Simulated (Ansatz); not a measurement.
# Molecular dynamics of Li2O

input.yaml

```yaml
crystal:
  lattice:
    - [0.0, 4.66014, 4.66014]
    - [4.66014, 0.0, 4.66014]
    - [4.66014, 4.66014, 0.0]
  atoms:
    - { symbol: Li, position: [0.125, 0.125, 0.125] }
    - { symbol: Li, position: [0.375, 0.375, 0.375] }
    - { symbol: O, position: [0.25, 0.25, 0.25] }
    - { symbol: Li, position: [0.125, 0.125, 0.625] }
    - { symbol: Li, position: [0.375, 0.375, 0.875] }
    - { symbol: O, position: [0.25, 0.25, 0.75] }
    - { symbol: Li, position: [0.125, 0.625, 0.125] }
    - { symbol: Li, position: [0.375, 0.875, 0.375] }
    - { symbol: O, position: [0.25, 0.75, 0.25] }
    - { symbol: Li, position: [0.125, 0.625, 0.625] }
    - { symbol: Li, position: [0.375, 0.875, 0.875] }
    - { symbol: O, position: [0.25, 0.75, 0.75] }
    - { symbol: Li, position: [0.625, 0.125, 0.125] }
    - { symbol: Li, position: [0.875, 0.375, 0.375] }
    - { symbol: O, position: [0.75, 0.25, 0.25] }
    - { symbol: Li, position: [0.625, 0.125, 0.625] }
    - { symbol: Li, position: [0.875, 0.375, 0.875] }
    - { symbol: O, position: [0.75, 0.25, 0.75] }
    - { symbol: Li, position: [0.625, 0.625, 0.125] }
    - { symbol: Li, position: [0.875, 0.875, 0.375] }
    - { symbol: O, position: [0.75, 0.75, 0.25] }
    - { symbol: Li, position: [0.625, 0.625, 0.625] }
    - { symbol: Li, position: [0.875, 0.875, 0.875] }
    - { symbol: O, position: [0.75, 0.75, 0.75] }
basis:
  ecutwfc: 200.0
kpoints:
  mp_grid: { grid: [2, 2, 2] }
hamiltonian:
  xc: pbe
scf:
  occupations: { method: fermi_dirac, width: 0.05 }
  lower_state_search: "off"
  max_iter: 52
md:
  timestep: 1
  n_steps: 200
  ensemble: nvt_langevin
  temperature: 900.0
  initial_velocities: maxwell_boltzmann
  seed: 439609
  friction: 0.005
```

Run as:

```bash
$ ansatz run input.yaml --threads 1 --pin off --max-ram 3072MiB --backend cpu --events-out ev --progress --plain --runs-dir out
```

It starts from a structure without forces on its atoms.

Output, in part (step lines):

```
md step     0: t =     0.00 fs  T =   862.5 K  F+E_penalty+E_count = -7785.17683703 eV  E_kin = 2.675682 eV  (8 SCF iters)
md step     1: t =     1.00 fs  T =   877.9 K  F+E_penalty+E_count = -7785.15712668 eV  E_kin = 2.723407 eV  (7 SCF iters)
md step     2: t =     2.00 fs  T =   868.6 K  F+E_penalty+E_count = -7785.09812773 eV  E_kin = 2.694680 eV  (7 SCF iters)
md step     3: t =     3.00 fs  T =   844.8 K  F+E_penalty+E_count = -7785.00135183 eV  E_kin = 2.620726 eV  (7 SCF iters)
md step     4: t =     4.00 fs  T =   798.5 K  F+E_penalty+E_count = -7784.87006227 eV  E_kin = 2.477098 eV  (7 SCF iters)
md step     5: t =     5.00 fs  T =   768.6 K  F+E_penalty+E_count = -7784.70802014 eV  E_kin = 2.384275 eV  (5 SCF iters)
md step     6: t =     6.00 fs  T =   724.1 K  F+E_penalty+E_count = -7784.51855194 eV  E_kin = 2.246285 eV  (5 SCF iters)
md step     7: t =     7.00 fs  T =   696.8 K  F+E_penalty+E_count = -7784.30597595 eV  E_kin = 2.161559 eV  (5 SCF iters)
[... lines left out ...]
md step   200: t =   200.00 fs  T =   837.8 K  F+E_penalty+E_count = -7782.69554742 eV  E_kin = 2.598962 eV  (6 SCF iters)
```

The steps, from the saved trajectory:

```json
{"time (fs)": "0.0", "T (K)": "862", "potential energy less start (eV)": "0.000"}
{"time (fs)": "6.0", "T (K)": "724", "potential energy less start (eV)": "0.658"}
{"time (fs)": "12.0", "T (K)": "418", "potential energy less start (eV)": "1.910"}
{"time (fs)": "18.0", "T (K)": "308", "potential energy less start (eV)": "2.304"}
{"time (fs)": "24.0", "T (K)": "463", "potential energy less start (eV)": "2.015"}
{"time (fs)": "30.0", "T (K)": "552", "potential energy less start (eV)": "1.837"}
{"time (fs)": "36.0", "T (K)": "577", "potential energy less start (eV)": "1.909"}
{"time (fs)": "42.0", "T (K)": "580", "potential energy less start (eV)": "2.046"}
{"time (fs)": "48.0", "T (K)": "582", "potential energy less start (eV)": "2.171"}
{"time (fs)": "54.0", "T (K)": "585", "potential energy less start (eV)": "2.248"}
{"time (fs)": "60.0", "T (K)": "542", "potential energy less start (eV)": "2.366"}
{"time (fs)": "66.0", "T (K)": "575", "potential energy less start (eV)": "2.402"}
{"time (fs)": "72.0", "T (K)": "663", "potential energy less start (eV)": "2.304"}
{"time (fs)": "78.0", "T (K)": "675", "potential energy less start (eV)": "2.380"}
{"time (fs)": "84.0", "T (K)": "542", "potential energy less start (eV)": "2.684"}
{"time (fs)": "90.0", "T (K)": "644", "potential energy less start (eV)": "2.444"}
{"time (fs)": "96.0", "T (K)": "751", "potential energy less start (eV)": "2.234"}
{"time (fs)": "102.0", "T (K)": "768", "potential energy less start (eV)": "2.337"}
{"time (fs)": "108.0", "T (K)": "829", "potential energy less start (eV)": "2.293"}
{"time (fs)": "114.0", "T (K)": "933", "potential energy less start (eV)": "2.162"}
{"time (fs)": "120.0", "T (K)": "874", "potential energy less start (eV)": "2.263"}
{"time (fs)": "126.0", "T (K)": "695", "potential energy less start (eV)": "2.753"}
{"time (fs)": "132.0", "T (K)": "655", "potential energy less start (eV)": "2.720"}
{"time (fs)": "138.0", "T (K)": "750", "potential energy less start (eV)": "2.337"}
{"time (fs)": "144.0", "T (K)": "729", "potential energy less start (eV)": "2.479"}
{"time (fs)": "150.0", "T (K)": "720", "potential energy less start (eV)": "2.571"}
{"time (fs)": "156.0", "T (K)": "826", "potential energy less start (eV)": "2.240"}
{"time (fs)": "162.0", "T (K)": "786", "potential energy less start (eV)": "2.355"}
{"time (fs)": "168.0", "T (K)": "719", "potential energy less start (eV)": "2.507"}
{"time (fs)": "174.0", "T (K)": "767", "potential energy less start (eV)": "2.291"}
{"time (fs)": "180.0", "T (K)": "815", "potential energy less start (eV)": "2.018"}
{"time (fs)": "186.0", "T (K)": "906", "potential energy less start (eV)": "1.876"}
{"time (fs)": "192.0", "T (K)": "790", "potential energy less start (eV)": "2.151"}
{"time (fs)": "198.0", "T (K)": "779", "potential energy less start (eV)": "2.402"}
```

All steps were run. The mean temperature of the second half is 13 % below the set value. A run of 0.2 ps of so small a system gives no equilibrium averages. The plane-wave cutoff is below what these datasets need, so energies and pressures aren't converged. Limits of this set-up: coarse k mesh.

Mean squared displacements from the first frame to the last, about the centre of mass: Li 0.06 Å², O 0.03 Å².

Last frame:

```xyz
24
Lattice="0.0000 4.6601 4.6601 4.6601 0.0000 4.6601 4.6601 4.6601 0.0000" Properties=species:S:1:pos:R:3
Li 1.666 1.114 0.724
Li 3.812 3.848 3.225
O 2.770 2.261 1.941
Li 3.798 3.578 0.809
Li 6.026 5.953 3.402
O 5.102 4.833 2.197
Li 3.853 1.197 3.052
Li 6.136 3.308 5.532
O 4.998 2.305 4.344
Li 6.226 3.526 3.225
Li 8.585 5.925 5.589
O 7.175 4.598 4.470
Li 1.628 3.813 3.019
Li 3.858 5.965 5.499
O 2.656 4.769 4.201
Li 3.862 6.066 3.048
Li 6.364 7.970 5.332
O 4.902 7.155 4.375
Li 3.881 3.618 5.159
Li 5.992 5.958 7.834
O 4.964 4.812 6.879
Li 6.193 5.703 5.733
Li 8.611 8.181 7.748
O 7.287 6.980 6.645
```

Time of the run: 5.8 min on 1 thread of Arm Neoverse V1, on a shared host, peak memory 0.36 GiB.
